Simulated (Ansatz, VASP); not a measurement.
# One calculation of P, two programs

```
P
1.0
     2.43557    0.00000    0.00000
     0.00000    2.43557    0.00000
     0.00000    0.00000    2.46493
P
1
Direct
  0.00000 0.00000 0.50000
```

Alike in both runs: functional PBE; k mesh 6 × 6 × 8; occupations gaussian, width 0.1 eV; no spin polarisation.

Ansatz relaxed the structure, and its values are those at the end. VASP's run is a single point on that final structure, the one shown.

|  | VASP | Ansatz |
| --- | --- | --- |
| version | VASP 6.6.1 | Ansatz 0.2.0 |
| potentials or method | VASP PAW PBE potentials, release 64 (P) | scalar-relativistic, plane waves, PAW |
| plane-wave cutoff (eV) | 520 | 420 |
| valence electrons in the cell | 5 | 5 |

|  | VASP | Ansatz | Ansatz less VASP |
| --- | --- | --- | --- |
| gap on the k mesh at the Fermi level (eV) | none | none | - |
| pressure (GPa) | -0.3 | 0.0 | +0.28 |

A gap of «none» marks a metal or a gap that the smearing closes.

Caveats: the k mesh is coarse (spacing up to 0.43 Å⁻¹), so the values aren't converged.
